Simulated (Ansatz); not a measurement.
MoTe2 built on the 2H-MoS2 prototype, relaxed with r2SCAN+rVV10: 3 runs in Ansatz, each a calculation of independent-particle optics. It is hexagonal, P6_3/mmc (No. 194); conventional cell a = 3.542 Å, c = 14.177 Å, 25.67 Å³ an atom. Mo is surrounded by 6 Te at 2.72 Å; Te is surrounded by 3 Mo at 2.72 Å. Spin-unpolarised throughout; all numbers are computed.

```xyz
6
Lattice="3.5421 0.0000 0.0000 -1.7711 3.0676 0.0000 0.0000 0.0000 14.1767" Properties=species:S:1:pos:R:3 pbc="T T T"
Mo    0.0000    2.0451    3.5442
Mo    1.7711    1.0225   10.6325
Te    1.7711    1.0225    5.3387
Te    1.7711    1.0225    1.7496
Te    0.0000    2.0451   12.4271
Te    0.0000    2.0451    8.8380
```

On meshes this coarse, single peaks can be features of the mesh. No local fields, no excitons; the zone sum runs over the cells of the mesh, and ε∞ includes the bands left out of the spectrum. Up to four peaks are listed, those above 15 % of the tallest and inside the complete range; the four can differ from row to row.

| functional | k mesh | broadening (eV) | scissors (eV) | range (eV) | direct gap on the mesh before scissors (eV) | ε∞ xx | ε∞ yy | ε∞ zz | complete up to (eV) | tallest peaks of mean ε₂ (eV) |
| --- | --- | --- | --- | --- | --- | --- | --- | --- | --- | --- |
| PBE | 6×6×2 | 0.1 | 0.00 | 0–12 | 1.00 | 20.68 | 20.68 | 13.22 | 12.0 | 1.75 2.55 3.25 3.95 |
| r2SCAN | 6×6×2 | 0.1 | 0.00 | 0–12 | 1.08 | 18.82 | 18.82 | 11.85 | 12.0 | 1.90 2.75 3.50 4.20 |
| PBE | 6×6×2 | 0.1 | 0.41 (to HSE06) | 0–12 | 1.00 | 17.99 | 17.99 | 12.03 | 12.0 | 2.15 2.95 3.70 4.35 |

The fundamental gap is indirect (0.88 eV with PBE on 6×6×2); the table holds the direct one. The two differ by only 0.12 eV.

Spin-orbit coupling is left out, which matters wherever the heavy atoms make up the band edges.
